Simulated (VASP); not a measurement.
# Au: intraband terms of a metal's spectrum

Au, P-1 (no. 2), 2 atoms in the cell. PBE, independent-particle dielectric function; PAW potentials Au (PBE set).

## Input

INCAR.step1:
```
PREC = Accurate
ENCUT = 270
ISMEAR = 1
SIGMA = 0.1
EDIFF = 1E-7
LASPH = T
KPAR = 4
LWAVE = F
LCHARG = T
LMAXMIX = 4
```

INCAR.step2:
```
PREC = Accurate
ENCUT = 270
ISMEAR = 0
SIGMA = 0.3
EDIFF = 1E-6
LASPH = T
KPAR = 4
LWAVE = T
LCHARG = F
LMAXMIX = 4
ICHARG = 11
NBANDS = 29
NEDOS = 3000
OMEGAMAX = 30
CSHIFT = 0.1
```

INCAR.step3, as INCAR.step2 but for:
```
- LWAVE = T
+ LWAVE = F
+ LOPTICS = T
+ ALGO = None
+ NELM = 1
+ ISTART = 1
```

INCAR.step4, as INCAR.step3 but for:
```
+ WPLASMAI = 0.03
```

INCAR.step5 to INCAR.step6 change the same tag again: WPLASMAI = 0.1, 0.3.

INCAR.step7, as INCAR.step6 but for:
```
- WPLASMAI = 0.3
+ RTIME = 20
```

INCAR.step8, as INCAR.step7 but for:
```
- RTIME = 20
+ RTIME = 40
```

INCAR.step9, as INCAR.step8 but for:
```
- RTIME = 40
+ LNABLA = T
```

INCAR.step10, as INCAR.step9 but for:
```
- ISMEAR = 0
- LNABLA = T
+ ISMEAR = -5
```

KPOINTS.step1:
```
k-points
0
Gamma
  10 10 6
```

KPOINTS.step2:
```
k-points
0
Gamma
  8 8 5
```

POSCAR:
```
Au
1.0
    2.8154890579      0.0000000000      0.0000000000
   -0.0129553469      2.8201795887      0.0000000000
   -1.1378916452     -1.1854109603      4.9240140333
Au
2
Direct
    0.6728620000      0.6659620000      0.2740550000
    0.3271380000      0.3340380000      0.7259450000
```

Commands (each step's output is kept before the next begins):
```
cat potpaw_PBE.64/Au/POTCAR > POTCAR
cp INCAR.step1 INCAR
cp KPOINTS.step1 KPOINTS
mpirun -np 4 vasp_std > vasp.out
cp INCAR.step2 INCAR
cp KPOINTS.step2 KPOINTS
mpirun -np 4 vasp_std > vasp.out
cp INCAR.step3 INCAR
mpirun -np 4 vasp_std > vasp.out
cp INCAR.step4 INCAR
mpirun -np 4 vasp_std > vasp.out
cp INCAR.step5 INCAR
mpirun -np 4 vasp_std > vasp.out
cp INCAR.step6 INCAR
mpirun -np 4 vasp_std > vasp.out
cp INCAR.step7 INCAR
mpirun -np 4 vasp_std > vasp.out
cp INCAR.step8 INCAR
mpirun -np 4 vasp_std > vasp.out
cp INCAR.step9 INCAR
mpirun -np 4 vasp_std > vasp.out
cp INCAR.step10 INCAR
mpirun -np 4 vasp_std > vasp.out
```

## Result

- Bands: 29

One ground state, settings moved in the last step alone:

| Settings | Plasma frequency (eV) | Im ε at 0.5 eV | Im ε at 1 eV | Im ε at 2 eV | Im ε at 4 eV | Time (s) |
|---|---|---|---|---|---|---|
| interband part alone | 7.53 | 4.2 | 5.3 | 6.5 | 7.3 | 23 |
| Drude term, WPLASMAI 0.03 | 7.53 | 17.8 | 7.0 | 6.7 | 7.3 | 21 |
| Drude term, WPLASMAI 0.1 | 7.53 | 47.9 | 11.0 | 7.2 | 7.4 | 19 |
| Drude term, WPLASMAI 0.3 | 7.53 | 104.3 | 21.0 | 8.6 | 7.6 | 20 |
| relaxation time RTIME 20 fs | 7.53 | 19.1 | 7.2 | 6.8 | 7.3 | 18 |
| relaxation time RTIME 40 fs | 7.53 | 11.7 | 6.3 | 6.6 | 7.3 | 18 |
| transversal form (LNABLA) | 7.64 | 4.3 | 5.4 | 6.3 | 7.0 | 20 |
| tetrahedron method | – | – | – | – | – | no result |

Limits: Spin-orbit coupling is left out, which can matter with atoms this heavy.

VASP 6.6.1 took 211 s on 4 cores (AMD EPYC 7571), a shared host.
